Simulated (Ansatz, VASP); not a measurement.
This is a calculation of Ga for Ansatz 0.2.0.

File input.yaml:

```yaml
crystal:
  lattice:
    - [1.4596029289, -4.0919213144, 0.0]
    - [1.4596029289, 4.0919213144, 0.0]
    - [0.0, 0.0, 3.1909939893]
  atoms:
    - { symbol: Ga, position: [0.133, 0.867, 0.75] }
    - { symbol: Ga, position: [0.867, 0.133, 0.25] }
kpoints:
  mp_grid: { grid: [10, 10, 8] }
scf:
  occupations: { method: fermi_dirac, width: 0.05 }
hamiltonian:
  xc: lda
  pseudopotentials: { kind: all_electron, lapw: { basis_error: 0.001 } }
output:
  forces: true
  stress: true
  eigenvalues: true
```

Potentials or basis: all-electron LAPW, scalar-relativistic.

The run is started by

```console
$ ansatz run input.yaml --threads 1 --pin off --max-ram 3072MiB --backend cpu --events-out ev --progress --plain --runs-dir out
```

Set up the same calculation for VASP 6.6.1. Potentials there: VASP PAW LDA potentials, release 64 (Ga_d).

As run (the cutoff follows the program's own potentials):

Contents of INCAR:

```
PREC     = Accurate       # precision mode
ENCUT    = 520            # plane-wave cutoff, eV
EDIFF    = 1E-6           # SCF threshold, eV
ISMEAR   = -1             # smearing method
SIGMA    = 0.05           # smearing width, eV
LREAL    = False          # projectors in reciprocal space
LASPH    = True           # aspherical terms in the spheres
NELM     = 80             # most SCF steps
ALGO     = Normal         # electronic algorithm
ISIF     = 2              # what is computed and relaxed
LWAVE    = False          # write WAVECAR
LCHARG   = False          # write CHGCAR
NBANDS   = 20             # bands
```

File KPOINTS:

```
Automatic mesh
0
Gamma
  10 10 8
```

The input POSCAR:

```
Ga
1.0
    1.4596029289     -4.0919213144      0.0000000000
    1.4596029289      4.0919213144      0.0000000000
    0.0000000000      0.0000000000      3.1909939893
Ga
2
Direct
    0.1330000000      0.8670000000      0.7500000000
    0.8670000000      0.1330000000      0.2500000000
```

Potentials or basis: VASP PAW LDA potentials, release 64 (Ga_d).

The run is started by

```console
$ cat potpaw_LDA.64/Ga_d/POTCAR > POTCAR
$ mpirun -np 1 vasp_std > vasp.out
```

Both were run:

|  | VASP | Ansatz | Ansatz less VASP |
| --- | --- | --- | --- |
| gap on the k mesh at the Fermi level (eV) | none | none | - |
| pressure (GPa) | -4.9 | -4.9 | +0.01 |
| largest component of the traceless stress (GPa) | 1.18 | 1.16 | -0.020 |
| rms of the force components (eV/Å) | 0.112 | 0.110 | -0.0015 |

Atom by atom the forces differ by 0.002 eV/Å (rms over components). A gap of «none» marks a metal or a gap that the smearing closes. Ansatz ran all-electron here, so the differences hold the error of VASP's frozen core and of both bases.
